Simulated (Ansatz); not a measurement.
# TaN: the cost of one run

Program: Ansatz 0.2.0. Level of theory: DFT PBEsol, scalar-relativistic. These are calculated values, not measurements.

### Step 1. The system as given

It takes space group P6_3/mmc (No. 194, hexagonal). The conventional cell has a = 3.048 Å, b = 3.048 Å, c = 4.918 Å, α = 90.00°, β = 90.00°, γ = 120.00°. Ta (site symmetry -3m) has 6 N at 2.15 Å and 2 Ta at 2.46 Å in its first shell of neighbours. N (site symmetry -6m2) is surrounded by 6 Ta at 2.15 Å.

Structure file:

```cif
data_structure
_symmetry_space_group_name_H-M 'P 1'
_symmetry_Int_Tables_number 1
_cell_length_a 3.0480
_cell_length_b 3.0480
_cell_length_c 4.9180
_cell_angle_alpha 90.000
_cell_angle_beta 90.000
_cell_angle_gamma 120.000
_cell_volume 39.57
loop_
_atom_site_label
_atom_site_type_symbol
_atom_site_fract_x
_atom_site_fract_y
_atom_site_fract_z
_atom_site_occupancy
Ta1 Ta 0.00000 0.00000 0.00000 1
Ta2 Ta 0.00000 0.00000 0.50000 1
N1 N 0.33333 0.66667 0.25000 1
N2 N 0.66667 0.33333 0.75000 1
```

Atoms are numbered in the order of the input: Ta1, Ta2, N3, N4.

### Step 2. The deformed structure

Space group P6_3/mmc before, P-1 after.

### Step 3. LAPW, all electrons

File input.yaml:

```yaml
crystal:
  lattice:
    - [3.0480019786, 0.0152400099, 0.0152400099]
    - [-1.5108027536, 2.6320271392, 0.0055782308]
    - [0.02459, 0.02459, 4.918]
  atoms:
    - { symbol: Ta, position: [0.0, 0.0, 0.0] }
    - { symbol: Ta, position: [0.0, 0.0, 0.5] }
    - { symbol: "N", position: [0.3333333333, 0.6666666667, 0.25] }
    - { symbol: "N", position: [0.6666666667, 0.3333333333, 0.75] }
kpoints:
  mp_grid: { grid: [11, 11, 6] }
  band_path:
    path:
      - [0.0, 0.0, 0.0]
      - [0.0, -0.5, 0.0]
      - [0.0, 0.0, 0.5]
      - [0.0, 0.0, 0.0]
      - [-0.5, 0.0, 0.0]
      - [-0.5, 0.5, -0.5]
      - [0.0, 0.0, 0.0]
      - [-0.5, 0.0, -0.5]
      - [-0.5, 0.5, 0.0]
    npoints: 5
scf:
  occupations: { method: fermi_dirac, width: 0.01 }
hamiltonian:
  xc: pbesol
  pseudopotentials: { kind: all_electron, lapw: { basis_error: 0.001 } }
output:
  forces: true
  stress: true
  eigenvalues: true
```

Started as:

```console
$ ansatz run input.yaml --threads 1 --pin off --max-ram 4096MiB --backend cpu --events-out ev --progress --plain --runs-dir out
```

**Question.** How long does this run take on 1 thread of AMD EPYC 7R43 (Zen 3), shared host, and how much memory does it need?

About 8.3 min, with a peak of 2.7 GiB.
